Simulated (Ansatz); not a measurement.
# Hf2Si: strain energy, fitted

Hf2Si, I4/mcm, a = 6.511 Å, c = 5.143 Å. The structure is a Materials Project entry; whether it is the stable form wasn't checked. Ansatz: PBEsol, PAW, 420 eV, Γ-centred 6×6×8 mesh on 12 atoms, Gaussian smearing 0.10 eV; no spin polarisation. Series: shear of c along a, cell held, atoms relaxed; x is the strain in per cent (engineering shear). y is the free energy over the unstrained cell, V0 = 18.168 Å³/atom. Symmetry makes y even in x.

```
x (%) y (meV/atom)
  0.0          0.00
  1.0          0.72
  2.0          2.86
  3.0          6.44
  4.0         11.43
  6.0             ?
```

Question: Fit y = c2 x² + c4 x⁴ to the other rows, turn c2 into a modulus, and predict the missing energy.

Answer: Least squares on the rows shown. y = 0.71650 x² − 0.00013120 x⁴. In eV per unit strain² c2 is 7.165; this is the shear stiffness (E = ½ C V0 γ²): 2 × 7.165 × 160.2 / (18.168) = 126 GPa. At x = 6.0 the fit asked for gives 25.62 meV/atom. The run gave 25.67 meV/atom, so the fit is 0.05 meV/atom too low, a small miss on the scale of the series. The form still works here, 50 % of the fitted range beyond its end.

Spin–orbit coupling is left out, which can shift energies with elements as heavy as these.